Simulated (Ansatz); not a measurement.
# PbO (Pbcm): compression over a wide range

An exercise on one series of results from a longer session: the logs are not shown, and one member is left open.

Program: Ansatz 0.2.0. Level of theory: DFT PBE, scalar-relativistic, plane waves, PAW. These are calculated values, not measurements.

The runs add the D3(BJ) dispersion term to the functional named.

## The system as given

Symmetry: Pbcm, No. 57, orthorhombic system. The conventional cell has a = 5.881 Å, b = 5.543 Å, c = 4.792 Å, α = 90.00°, β = 90.00°, γ = 90.00°. Around Pb (site symmetry m) lie 4 O at 2.26 to 2.49 Å. O (site symmetry m) is surrounded by 4 Pb at 2.26 to 2.49 Å.

Structure file:

```
Pb O
1.0
     5.88110    0.00000    0.00000
     0.00000    5.54273    0.00000
     0.00000    0.00000    4.79232
Pb O
4 4
Direct
  0.23216 0.98924 0.25000
  0.76784 0.01076 0.75000
  0.23216 0.51076 0.75000
  0.76784 0.48924 0.25000
  0.85968 0.08890 0.25000
  0.14032 0.91110 0.75000
  0.85968 0.41110 0.75000
  0.14032 0.58890 0.25000
```

An earlier run at PBE left this cell at 19.527 Å³/atom and -0.02 GPa (4×6×6 mesh).

The first run:

input.yaml

```yaml
crystal:
  lattice:
    - [5.8016195565, 0.0, 0.0]
    - [0.0, 5.4678165209, 0.0]
    - [0.0, 0.0, 4.7275485808]
  atoms:
    - { symbol: Pb, position: [0.2321581117, -0.0107632673, 0.25] }
    - { symbol: Pb, position: [0.7678418883, 1.0107632673, 0.75] }
    - { symbol: Pb, position: [0.2321581117, 0.5107632673, 0.75] }
    - { symbol: Pb, position: [0.7678418883, 0.4892367327, 0.25] }
    - { symbol: O, position: [0.8596774442, 0.0888997308, 0.25] }
    - { symbol: O, position: [0.1403225558, 0.9111002692, 0.75] }
    - { symbol: O, position: [0.8596774442, 0.4111002692, 0.75] }
    - { symbol: O, position: [0.1403225558, 0.5888997308, 0.25] }
basis:
  ecutwfc: 420
  ecutrho_ratio: 4
kpoints:
  mp_grid: { grid: [4, 6, 6] }
hamiltonian:
  xc: pbe
  dispersion: d3bj
scf:
  occupations: { method: gaussian, width: 0.05 }
output:
  forces: true
  stress: true
  eigenvalues: true
relax:
  f_tol: 0.01
  max_steps: 40
  cell: { stress_tol: 0.1, fix: [volume] }
```

On the command line:

```bash
ansatz run input.yaml --threads 2 --pin off --max-ram 5120MiB --backend cpu --events-out ev --progress --plain --runs-dir out
```

Among the steps run: Volume × 0.96; Volume × 1.04; Volume × 0.92; Volume × 0.88; Volume × 0.84; Volume × 0.8.

One of the session's tables, all rows but one given; the rest of the session is left out.

```
volume (Å³/atom)  energy above the lowest (meV/atom)  pressure (GPa)  gap on the mesh (eV)
          15.622                               110.3            12.6                  1.63
          16.403                                60.7             8.1                  1.79
          17.184                                   ?               ?                     ?
          17.965                                11.3             2.7                  1.93
          18.746                                 2.5             1.1                  1.98
          19.527                                 0.0             0.0                  2.05
          20.308                                 1.8            -0.7                  2.13
```

Estimate the missing values for volume (Å³/atom) = 17.184.

Worked estimate for «energy above the lowest (meV/atom)». A straight line through the neighbours (16.403, 60.7) and (17.965, 11.3) gives 60.7 + (11.3 − 60.7) × (17.184 − 16.403) / (17.965 − 16.403) = 36.0; a parabola fitted to 4 rows on both sides gives 29.2.

The run gave: energy above the lowest (meV/atom): 29.4; pressure (GPa): 4.9; gap on the mesh (eV): 1.86. In «energy above the lowest (meV/atom)» the line misses by +6.6 and the parabola by -0.2.

Caveats from the session: Other structures may be lower in enthalpy at these pressures.
